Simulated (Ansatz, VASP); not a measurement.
**Two plane-wave programs on AlCu3**

Contents of INCAR:

```
SYSTEM = AlCu3
PREC     = Accurate       ! precision mode
ENCUT    = 520            ! plane-wave cutoff, eV
EDIFF    = 1E-7           ! SCF threshold, eV
ISMEAR   = -1             ! smearing method
SIGMA    = 0.05           ! smearing width, eV
LREAL    = .FALSE.        ! projectors in reciprocal space
LASPH    = .TRUE.         ! aspherical terms in the spheres
NELM     = 100            ! most SCF steps
ALGO     = Normal         ! electronic algorithm
ISIF     = 2              ! what is computed and relaxed
LWAVE    = .FALSE.        ! write WAVECAR
LCHARG   = .TRUE.         ! write CHGCAR
GGA      = PS             ! functional
LELF     = .TRUE.         ! ELF
LVHAR    = .TRUE.       
NBANDS   = 26             ! bands
```

The input KPOINTS:

```
regular mesh
0
G
  8 8 8
  0 0 0
```

The input POSCAR:

```
AlCu3
1.0
    0.0000000000      2.8880109880      2.8880109880
    2.8880109880      0.0000000000      2.8880109880
    2.8880109880      2.8880109880      0.0000000000
Cu Al
3 1
Direct
    0.7572080000      0.7514350000      0.7481560000
    0.2556330000      0.2569450000      0.2513670000
    0.4894280000      0.4982750000      0.5108770000
   -0.0058130000     -0.0159550000      0.0065840000
```

The input input.yaml:

```yaml
crystal:
  lattice:
    - [0.0, 2.888010988, 2.888010988]
    - [2.888010988, 0.0, 2.888010988]
    - [2.888010988, 2.888010988, 0.0]
  atoms:
    - { symbol: Cu, position: [0.757208, 0.751435, 0.748156] }
    - { symbol: Cu, position: [0.255633, 0.256945, 0.251367] }
    - { symbol: Cu, position: [0.489428, 0.498275, 0.510877] }
    - { symbol: Al, position: [-0.005813, -0.015955, 0.006584] }
hamiltonian:
  xc: pbesol
  pseudopotentials: { kind: paw }
kpoints:
  mp_grid: { grid: [8, 8, 8] }
scf:
  occupations: { method: fermi_dirac, width: 0.05 }
output:
  forces: true
  stress: true
  eigenvalues: true
  write_density: true
  write_potential: true
  elf: true
  volumetric_format: npy
```

Change from the starting cell: atoms moved at random, drawn with an rms of 0.05 Å.

Alike in both runs: task single point; functional PBEsol; k mesh 8 × 8 × 8; occupations fermi-dirac, width 0.05 eV; no spin polarisation.

```csv
,VASP,Ansatz
version,VASP 6.6.1,Ansatz 0.2.0
potentials or method,"VASP PAW PBE potentials, release 64 (Cu, Al)",Ansatz PAW
plane-wave cutoff (eV),520,420
valence electrons in the cell,36,60
```

Ansatz gave:

```
gap on the k mesh at the Fermi level (eV)       : none
pressure (GPa)                                  : -0.2
largest component of the traceless stress (GPa) : 0.29
rms of the force components (eV/Å)              : 0.315
```

Question: What did VASP give for the same quantities?

Answer: gap on the k mesh at the Fermi level (eV): none; pressure (GPa): 0.5; largest component of the traceless stress (GPa): 0.29; rms of the force components (eV/Å): 0.316.

Atom by atom the forces differ by 0.002 eV/Å (rms over components). A gap of «none» marks a metal or a gap that the smearing closes. The two sets of potentials don't hold the same shells in valence.

Caveats: the PAW data sets were made with another functional, which shifts forces and pressure a little (VASP); the PAW data sets come from PBE, with cores solved anew for the run's functional, which leaves a small shift of forces and pressure (Ansatz).
